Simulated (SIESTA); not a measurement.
PbO:

```
Pb O
1.0
     5.87600    0.00000    0.00000
     0.00000    5.47600    0.00000
     0.00000    0.00000    4.74300
Pb O
4 4
Cartesian
  4.5186 2.8147 1.1858
  1.3574 2.6613 3.5573
  4.5186 5.3993 3.5573
  1.3574 0.0767 1.1858
  0.7756 3.1870 1.1858
  5.1004 2.2890 3.5573
  0.7756 5.0270 3.5573
  5.1004 0.4490 1.1858
```

Base run:

| Item | Value |
| --- | --- |
| Program | SIESTA 5.4.2 |
| Functional | LDA |
| Potentials or basis | PseudoDojo 0.4 standard (LDA files) |
| Basis | DZP (energy shift 0.003 Ry; two zetas on semicore shells) |
| Grid cutoff | 800 Ry |
| Energy shift | 0.003 Ry |
| k mesh | 4 × 4 × 4 |
| Occupations | fermi-dirac, width 0.05 eV |
| Spin | no spin polarisation |

Its results: band gap on the k mesh 2.10 eV, indirect (least direct gap 2.25 eV); pressure -2.3 GPa; largest force 1.031 eV/Å.

**Question.** The run is repeated on the same cell with these changes: k mesh from 4 × 4 × 4 to 5 × 5 × 6. What comes out?

**Answer.** Band gap on the k mesh 1.84 eV, indirect (least direct gap 2.03 eV); pressure -2.3 GPa; largest force 1.023 eV/Å.

Caveats: spin-orbit coupling is left out, which as a rule narrows the gap of such compounds by several tenths of an eV; the cell's inner coordinates are idealised or old, which leaves forces on the atoms; the basis of atomic orbitals isn't converged, which shifts pressures, moduli and gaps.
